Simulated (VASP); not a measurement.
Runs of VASP 6.6.1 on TiAl. The structure is cubic, space group Pm-3m (No. 221). Conventional cell: a = 3.179 Å, b = 3.179 Å, c = 3.179 Å, α = 90.00°, β = 90.00°, γ = 90.00°. Around Ti (site symmetry m-3m) lie 8 Al at 2.75 Å. Al (site symmetry m-3m) has 8 Ti at 2.75 Å as nearest neighbours. The cell comes from a database or a generator and needn't be the stable form of this composition.

```tsv
task	level	potentials or basis	cell	k mesh	cutoff (eV)	gap on the mesh (eV)	pressure (GPa)	relaxed volume (Å³/atom)
relaxation of cell and atoms	PBEsol	VASP PAW PBE potentials, release 64 (Ti_sv, Al)	relaxed	6 × 6 × 6	600	none	0.0	15.70
relaxation of cell and atoms	PBEsol	VASP PAW PBE potentials, release 64 (Ti_sv, Al)	relaxed	14 × 14 × 14	600	none	0.0	15.72
relaxation of cell and atoms	LDA	VASP PAW LDA potentials, release 64 (Ti_sv, Al)	relaxed	14 × 14 × 14	600	none	0.0	15.27
single point	PBEsol	VASP PAW PBE potentials, release 64 (Ti_sv, Al)	as given	14 × 14 × 14	520	none	-2.5	-
relaxation of cell and atoms	RPBE	VASP PAW PBE potentials, release 64 (Ti_sv, Al)	relaxed	14 × 14 × 14	600	none	0.0	(a)
relaxation of cell and atoms	PBEsol	VASP PAW PBE potentials, release 64 (Ti, Al)	relaxed	14 × 14 × 14	580	none	0.0	15.70
```

Alike in all rows: no spin polarisation; smearing gaussian 0.1 eV.

**Question.** Fill in the values left out.

**Answer.** (a) 16.55.

Caveats: the PAW data sets were made with another functional, which shifts forces and pressure a little (some runs).

A gap of «none» marks a metal or a gap under the smearing width.

The runs don't all hold the same shells in valence.

Runs at the PBE level aren't shown here.
